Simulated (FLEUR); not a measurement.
Input of a FLEUR MaX-R8.1 (later development tree) run:

Contents of inp.xml:

```xml
<?xml version="1.0" encoding="UTF-8" standalone="no"?>
<fleurInput fleurInputVersion="0.39">
   <comment>
      Pb                                                                                                  
   </comment>
   <calculationSetup>
      <cutoffs Kmax="4.1" Gmax="12.7" GmaxXC="12.7" numbands="0"/>
      <scfLoop itmax="80" minDistance="0.0001" maxIterBroyd="30" imix="Anderson" alpha="0.05" precondParam="0.0" spinf="2.0" sdNocoIR="T"/>
      <coreElectrons ctail="F" frcor="F" kcrel="0" coretail_lmax="0"/>
      <xcFunctional name="LibXC" relativisticCorrections="F">
         <LibXCName exchange="mgga_x_scan" correlation="mgga_c_scan"/>
         <AuxGGA exchange="117" correlation="130"/>
      </xcFunctional>
      <magnetism jspins="1"/>
      <soc l_soc="F" theta="0.0" phi="0.0" spav="F"/>
      <expertModes spex="0" secvar="F"/>
      <geometryOptimization l_f="F" forcealpha="1.0" forcemix="BFGS" epsdisp="0.00001" epsforce="0.00001"/>
      <ldaU l_linMix="F" mixParam="0.05" spinf="1.0"/>
   </calculationSetup>
   <cell>
      <bzIntegration valenceElectrons="40.0" mode="hist" fermiSmearingEnergy="0.00183747">
         <kPointListSelection listName="default-1"/>
         <!-- k-points included here -->
         <xi:include xmlns:xi="http://www.w3.org/2001/XInclude" href="kpts.xml"> </xi:include>
      </bzIntegration>
      <!-- symmetry operations included here -->
      <xi:include xmlns:xi="http://www.w3.org/2001/XInclude" href="sym.xml"> </xi:include>
      <bulkLattice scale="1.0">
         <bravaisMatrix>
            <row-1>    5.7421346778585098    -3.3076253548208268     0.0000000000000000</row-1>
            <row-2>    5.7421346778585098     3.3076253548208268     0.0000000000000000</row-2>
            <row-3>   -3.9976450116989692     0.0000000000000000    11.5183056672373496</row-3>
         </bravaisMatrix>
      </bulkLattice>
   </cell>
   <atomSpecies>
      <species name="Lead (Pb)" element="Pb" atomicNumber="82">
         <mtSphere radius="2.66" gridPoints="879" logIncrement="0.015"/>
         <atomicCutoffs lmax="10" lnonsphr="10"/>
         <electronConfig flipSpins="F">
            <coreConfig>(1s1/2) (2s1/2) (2p1/2) (2p3/2) (3s1/2) (3p1/2) (3p3/2) (4s1/2) (3d3/2) (3d5/2) (4p1/2) (4p3/2) (4d3/2) (4d5/2) (4f5/2) (4f7/2) (5s1/2)</coreConfig>
            <valenceConfig>(5p1/2) (5p3/2) (6s1/2) (5d3/2) (5d5/2) (6p1/2) (6p3/2)</valenceConfig>
            <stateOccupation state="(6p1/2)" spinUp="0.333333" spinDown="0.333333"/>
            <stateOccupation state="(6p3/2)" spinUp="0.666667" spinDown="0.666667"/>
         </electronConfig>
         <energyParameters s="6" p="6" d="5" f="5"/>
         <lo type="SCLO" l="1" n="5" eDeriv="0"/>
         <lo type="SCLO" l="1" n="5" eDeriv="1"/>
         <lo type="SCLO" l="0" n="6" eDeriv="2"/>
         <lo type="SCLO" l="2" n="5" eDeriv="2"/>
         <lo type="SCLO" l="3" n="5" eDeriv="2"/>
      </species>
   </atomSpecies>
   <atomGroups>
      <atomGroup species="Lead (Pb)">
         <relPos label="                   1">-.0914915900 -.0914915900 -.2737078000</relPos>
         <relPos label="                   2">.0914915900 .0914915900 .2737078000</relPos>
         <force calculate="T" relaxXYZ="TTT"/>
      </atomGroup>
   </atomGroups>
   <output dos="F" band="F" slice="F">
      <checks vchk="F" cdinf="F"/>
      <bandDOS minEnergy="-.5*Htr" maxEnergy="0.5*Htr" sigma="0.015" storeEVData="T"/>
      <vacuumDOS vacdos="F" integ="F" star="F" nstars="0" locx1="0.0" locy1="0.0" locx2="0.0" locy2="0.0" nstm="0" tworkf="0.0"/>
      <unfoldingBand unfoldBand="F" supercellX="1" supercellY="1" supercellZ="1"/>
      <plotting iplot="0" polar="F">
         <plot TwoD="T" vec1="  1.0  0.0  0.0" vec2="  0.0  1.0  0.0" vec3="  0.0  0.0  1.0" zero="  0.0  0.0  0.0" file="plot"/>
      </plotting>
      <chargeDensitySlicing numkpt="0" minEigenval="0.0" maxEigenval="0.0" nnne="0" pallst="F"/>
      <specialOutput eonly="F"/>
      <moessbauerParams electricFieldGradient="T" isomerShift="T" coreHyperfine="T" valenceHyperfine="T"/>
      <magneticCircularDichroism mcd="F" energyLo="-10.0" energyUp="0.0"/>
   </output>
  <!-- We include the file relax.xml here to enable relaxations (see documentation) -->
  <xi:include xmlns:xi="http://www.w3.org/2001/XInclude" href="relax.xml"> <xi:fallback/> </xi:include>
</fleurInput>
```

The input crystal.txt:

```
Pb
&input cartesian=F /
3.0386068135  -1.7503199600  0.0000000000
3.0386068135  1.7503199600  0.0000000000
-2.1154626375  0.0000000000  6.0952248674
1.8897261246
1.0 1.0 1.0

2
82 0.9085084100  0.9085084100  0.7262922000
82 0.0914915900  0.0914915900  0.2737078000

&kpt div1=9 div2=9 div3=5 gamma=T /
```

The input inp.xml (bands):

```
<?xml version="1.0" encoding="UTF-8" standalone="no"?>
<fleurInput fleurInputVersion="0.39">
   <comment>
      Pb                                                                                                  
   </comment>
   <calculationSetup>
      <cutoffs Kmax="4.1" Gmax="12.7" GmaxXC="12.7" numbands="0"/>
      <scfLoop itmax="80" minDistance="0.0001" maxIterBroyd="30" imix="Anderson" alpha="0.05" precondParam="0.0" spinf="2.0" sdNocoIR="T"/>
      <coreElectrons ctail="F" frcor="F" kcrel="0" coretail_lmax="0"/>
      <xcFunctional name="LibXC" relativisticCorrections="F">
         <LibXCName exchange="mgga_x_scan" correlation="mgga_c_scan"/>
         <AuxGGA exchange="117" correlation="130"/>
      </xcFunctional>
      <magnetism jspins="1"/>
      <soc l_soc="F" theta="0.0" phi="0.0" spav="F"/>
      <expertModes spex="0" secvar="F"/>
      <geometryOptimization l_f="F" forcealpha="1.0" forcemix="BFGS" epsdisp="0.00001" epsforce="0.00001"/>
      <ldaU l_linMix="F" mixParam="0.05" spinf="1.0"/>
   </calculationSetup>
   <cell>
      <bzIntegration valenceElectrons="40.0" mode="hist" fermiSmearingEnergy="0.00183747">
         <kPointListSelection listName="path-1"/>
         <!-- k-points included here -->
         <xi:include xmlns:xi="http://www.w3.org/2001/XInclude" href="kpts.xml"> </xi:include>
      </bzIntegration>
      <!-- symmetry operations included here -->
      <xi:include xmlns:xi="http://www.w3.org/2001/XInclude" href="sym.xml"> </xi:include>
      <bulkLattice scale="1.0">
         <bravaisMatrix>
            <row-1>    5.7421346778585098    -3.3076253548208268     0.0000000000000000</row-1>
            <row-2>    5.7421346778585098     3.3076253548208268     0.0000000000000000</row-2>
            <row-3>   -3.9976450116989692     0.0000000000000000    11.5183056672373496</row-3>
         </bravaisMatrix>
      </bulkLattice>
   </cell>
   <atomSpecies>
      <species name="Lead (Pb)" element="Pb" atomicNumber="82">
         <mtSphere radius="2.66" gridPoints="879" logIncrement="0.015"/>
         <atomicCutoffs lmax="10" lnonsphr="10"/>
         <electronConfig flipSpins="F">
            <coreConfig>(1s1/2) (2s1/2) (2p1/2) (2p3/2) (3s1/2) (3p1/2) (3p3/2) (4s1/2) (3d3/2) (3d5/2) (4p1/2) (4p3/2) (4d3/2) (4d5/2) (4f5/2) (4f7/2) (5s1/2)</coreConfig>
            <valenceConfig>(5p1/2) (5p3/2) (6s1/2) (5d3/2) (5d5/2) (6p1/2) (6p3/2)</valenceConfig>
            <stateOccupation state="(6p1/2)" spinUp="0.333333" spinDown="0.333333"/>
            <stateOccupation state="(6p3/2)" spinUp="0.666667" spinDown="0.666667"/>
         </electronConfig>
         <energyParameters s="6" p="6" d="5" f="5"/>
         <lo type="SCLO" l="1" n="5" eDeriv="0"/>
         <lo type="SCLO" l="1" n="5" eDeriv="1"/>
         <lo type="SCLO" l="0" n="6" eDeriv="2"/>
         <lo type="SCLO" l="2" n="5" eDeriv="2"/>
         <lo type="SCLO" l="3" n="5" eDeriv="2"/>
      </species>
   </atomSpecies>
   <atomGroups>
      <atomGroup species="Lead (Pb)">
         <relPos label="                   1">-.0914915900 -.0914915900 -.2737078000</relPos>
         <relPos label="                   2">.0914915900 .0914915900 .2737078000</relPos>
         <force calculate="T" relaxXYZ="TTT"/>
      </atomGroup>
   </atomGroups>
   <output dos="F" band="T" slice="F">
      <checks vchk="F" cdinf="F"/>
      <bandDOS minEnergy="-.5*Htr" maxEnergy="0.5*Htr" sigma="0.015" storeEVData="T"/>
      <vacuumDOS vacdos="F" integ="F" star="F" nstars="0" locx1="0.0" locy1="0.0" locx2="0.0" locy2="0.0" nstm="0" tworkf="0.0"/>
      <unfoldingBand unfoldBand="F" supercellX="1" supercellY="1" supercellZ="1"/>
      <plotting iplot="0" polar="F">
         <plot TwoD="T" vec1="  1.0  0.0  0.0" vec2="  0.0  1.0  0.0" vec3="  0.0  0.0  1.0" zero="  0.0  0.0  0.0" file="plot"/>
      </plotting>
      <chargeDensitySlicing numkpt="0" minEigenval="0.0" maxEigenval="0.0" nnne="0" pallst="F"/>
      <specialOutput eonly="F"/>
      <moessbauerParams electricFieldGradient="T" isomerShift="T" coreHyperfine="T" valenceHyperfine="T"/>
      <magneticCircularDichroism mcd="F" energyLo="-10.0" energyUp="0.0"/>
   </output>
  <!-- We include the file relax.xml here to enable relaxations (see documentation) -->
  <xi:include xmlns:xi="http://www.w3.org/2001/XInclude" href="relax.xml"> <xi:fallback/> </xi:include>
</fleurInput>
```

Potentials or basis: all-electron, FLAPW.

The run is started by

```console
$ inpgen -f crystal.txt -profile fastHighL
$ # inp.xml edited to the form shown
$ fleur_MPI
$ fleur_MPI   # second run, on inp.xml (bands)
```

**Question.** Predict the band gap along the path.

**Answer.** None (metal or under the smearing width).

Core levels (eV from the Fermi level):
```csv
atom,levels
1 Pb,"1s1/2 -87981.3, 2s1/2 -15719.1, 2p1/2 -15092.1, 2p3/2 -12902.2, 3s1/2 -3769.7, 3p1/2 -3487.5, 3p3/2 -2998.8, 4s1/2 -850.2, 3d3/2 -2536.4, 3d5/2 -2432.4, 4p1/2 -728.2, 4p3/2 -608.6, 4d3/2 -410.1, 4d5/2 -387.8, 4f5/2 -131.0, 4f7/2 -125.9, 5s1/2 -139.2"
2 Pb,"1s1/2 -87981.3, 2s1/2 -15719.1, 2p1/2 -15092.1, 2p3/2 -12902.2, 3s1/2 -3769.7, 3p1/2 -3487.5, 3p3/2 -2998.8, 4s1/2 -850.2, 3d3/2 -2536.4, 3d5/2 -2432.4, 4p1/2 -728.2, 4p3/2 -608.6, 4d3/2 -410.1, 4d5/2 -387.8, 4f5/2 -131.0, 4f7/2 -125.9, 5s1/2 -139.2"
```

Caveat: the meta-GGA is that of a development version, with a GGA for the radial functions and cores and without core tails; spin-orbit coupling is left out, which moves the levels of the heavy elements.
